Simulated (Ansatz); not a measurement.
## A decomposition energy, worked out: Be3Te4

Theory: Ansatz, DFT PBE, scalar-relativistic, plane waves, PAW. All cells share a 420 eV cutoff and Γ-centred k meshes spaced about 0.3 Å⁻¹ or finer (0.25 for metals, 2π included). No spin polarisation.

The zero of energy is the elements' standard structures at the same level; no fitted shifts are applied.

Temperature and zero-point effects are left out. Weakly bound directions are ill-defined at this level, which has no dispersion term (Be3Te4 Pmm2). These runs have no spin–orbit coupling, which can matter for Te. The reference form of Te is held partly by dispersion forces, which this level lacks.

A trial structure of Be3Te4 (reached from: a relaxed cell, shaken at random and relaxed again; relaxed: space group Pmm2 (No. 25), a = 3.855 Å, b = 7.847 Å, c = 12.320 Å) has a formation energy of -0.205 eV/atom. It holds Te–Te pairs (shortest 2.83 Å). At its composition the lowest mixture among the elements and 1 reference phase computed alike (others may be missing) consists of these:

```csv
phase,source,ΔE_f (eV/atom)
Te (solid),element,0.000
BeTe (F-43m),COD,-0.361
```

Q: Write the balanced decomposition and find its energy per atom, per formula unit and per mole of formula units.

A: Balancing Be and Te gives Be3Te4 → Te + 3 BeTe. The left side holds 7 atoms, and the products take 1/7 (Te) and 6/7 (BeTe) of them. The mixture therefore lies at 1/7 × (0.000) + 6/7 × (-0.361) = -0.309 eV/atom. The reaction energy is -0.309 − (-0.205) = -0.104 eV/atom. Times 7 atoms that is -0.728 eV per Be3Te4, and times 96.485 it is -70 kJ per mole of Be3Te4. Decomposition is downhill, so the trial structure is unstable against this mixture.
